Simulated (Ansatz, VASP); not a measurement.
**Ti in VASP and in Ansatz**

Contents of INCAR:

```
  PREC = Accurate
  ENCUT = 520
  EDIFF = 1E-6
  ISMEAR = 0
  SIGMA = 0.15
  LREAL = False
  LASPH = True
  NELM = 60
  ALGO = Fast
  ISIF = 2
  LWAVE = False
  LCHARG = False
  GGA = PS
  NBANDS = 12
```

The input KPOINTS:

```
Automatic mesh
0
Gamma
  20 20 20
```

Contents of POSCAR:

```
Ti
1.0
   -1.7226735327      1.7226735327      1.6851979404
    1.7226735327     -1.7226735327      1.6851979404
    1.4872273061      1.4872273061     -1.6851979404
Ti
1
Direct
    0.0000000000      0.0000000000      0.0000000000
```

Input for Ansatz:

```yaml
crystal:
  lattice:
    - [-1.7226735327, 1.7226735327, 1.6851979404]
    - [1.7226735327, -1.7226735327, 1.6851979404]
    - [1.4872273061, 1.4872273061, -1.6851979404]
  atoms:
    - { symbol: Ti, position: [0.0, 0.0, 0.0] }
basis:
  ecutwfc: 520.0
kpoints:
  mp_grid: { grid: [20, 20, 20] }
hamiltonian:
  xc: pbesol
  pseudopotentials: { kind: paw, azcp: { folder: soft_1 } }
scf:
  occupations: { method: gaussian, width: 0.15 }
output:
  forces: true
  stress: true
  eigenvalues: true
```

Change from the starting cell: engineering shear strain xy -0.1467, normal strain along z +0.0500.

Alike in both runs: task single point; functional PBEsol; k mesh 20 × 20 × 20; occupations gaussian, width 0.15 eV; no spin polarisation.

|  | VASP | Ansatz |
| --- | --- | --- |
| version | VASP 6.6.1 | Ansatz 0.2.0 |
| potentials or method | VASP PAW PBE potentials, release 64 (Ti_sv) | scalar-relativistic, plane waves, PAW |
| plane-wave cutoff (eV) | 520 | 520 |
| valence electrons in the cell | 12 | 12 |

|  | VASP | Ansatz | Ansatz less VASP |
| --- | --- | --- | --- |
| gap on the k mesh at the Fermi level (eV) | none | none | - |
| pressure (GPa) | -4.9 | -4.7 | +0.16 |
| largest component of the traceless stress (GPa) | 3.86 | 3.87 | +0.013 |

A gap of «none» marks a metal or a gap that the smearing closes. Ansatz warned: «pseudo_functional_mismatch».

Caveats: the PAW data sets were made with another functional, which shifts forces and pressure a little (VASP).
